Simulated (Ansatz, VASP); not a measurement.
## ZrC: VASP beside Ansatz

```xyz
2
Lattice="0.0000 2.3502 2.3502 2.3502 0.0000 2.3502 2.3502 2.3502 0.0000" Properties=species:S:1:pos:R:3 pbc="T T T"
Zr    2.3502    2.3502    2.3502
C     0.0000    0.0000    0.0000
```

Alike in both runs: task single point; functional LDA; k mesh 6 × 6 × 6; occupations gaussian, width 0.1 eV; no spin polarisation.

```csv
,VASP,Ansatz
version,VASP 6.6.1,Ansatz 0.2.0
potentials or method,"VASP PAW LDA potentials, release 64 (Zr_sv, C)","scalar-relativistic, plane waves, PAW"
plane-wave cutoff (eV),520,420
valence electrons in the cell,16,16
```

Ansatz gave:

- gap on the k mesh at the Fermi level (eV): none
- pressure (GPa): -8.6

Task: Which values does VASP return?

Result: gap on the k mesh at the Fermi level (eV): none; pressure (GPa): -8.0.

A gap of «none» marks a metal or a gap that the smearing closes.

Caveats: the k mesh is coarse (spacing up to 0.39 Å⁻¹), so the values aren't converged.
